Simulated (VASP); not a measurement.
Set up this calculation in VASP 6.6.1, as the native input.

* Task: relaxation of cell and atoms
* Functional: PBEsol
* Potentials or basis: VASP PAW PBE potentials, release 64 (Se)
* Cutoff: 250 eV
* k mesh: 21 × 21 × 21
* Occupations: gaussian, width 0.1 eV
* Spin: no spin polarisation
* Target pressure: 75 GPa
* Further INCAR settings: ALGO = Normal; EDIFF = 1e-07; IBRION = 2; EDIFFG = -0.002; NSW = 80; ISIF = 3
* Target pressure: 75 GPa

The structure of Se lies in POSCAR:

```
Se                                      
1.0
    1.9730612042      1.1391475199      0.9946008694
   -1.9730612042      1.1391475199      0.9946008694
    0.0000000000     -2.2782950392      0.9946008689
  Se            
     1
Direct
     0.0000000000000000    0.0000000000000000    0.0000000000000000
```

This isn't the form of Se at room conditions, which is trigonal, of chains.

These files were run (other wordings do the same):

INCAR

```
ALGO = Normal
EDIFF = 1E-7
EDIFFG = -0.002
ENCUT = 250
GGA = PS
IBRION = 2
ISIF = 3
ISMEAR = 0
LASPH = T
LCHARG = F
LREAL = F
LWAVE = F
NELM = 100
NSW = 80
PREC = Accurate
PSTRESS = 750.0
SIGMA = 0.1
```

KPOINTS

```
k-points
0
Gamma
  21 21 21
```

Potentials or basis: VASP PAW PBE potentials, release 64 (Se).

Command:

```sh
$ cat potpaw_PBE.64/Se/POTCAR > POTCAR
$ mpirun -np 1 vasp_std > vasp.out
```

Results of the run:

```json
{
  "Relaxed volume": "13.44 Å³/atom",
  "Relaxed cell": "a = 2.486 Å, b = 2.486 Å, c = 2.486 Å, α = 104.97°, β = 104.97°, γ = 104.97°",
  "Space group after relaxing (to 0.05 Å)": "R-3m (No. 166)",
  "Energy change on relaxing (the enthalpy is what falls)": "-11.7 meV/atom",
  "Ionic steps": "8",
  "Pressure after relaxing": "75.0 GPa",
  "Band gap on the k mesh": "none (metal or under the smearing width)"
}
```

Caveat: the cutoff is under 1.25 times the usual one of these potentials, so pressure, stress and relaxed cells hold a basis-set (Pulay) error; the cell is relaxed towards a set pressure, so the enthalpy falls and the energy may rise; the PAW data sets were made with another functional, which shifts forces and pressure a little.

It took 57 s on 1 thread of AMD EPYC 9R45 (Zen 5), with other jobs on the host, peak memory 0.09 GiB.
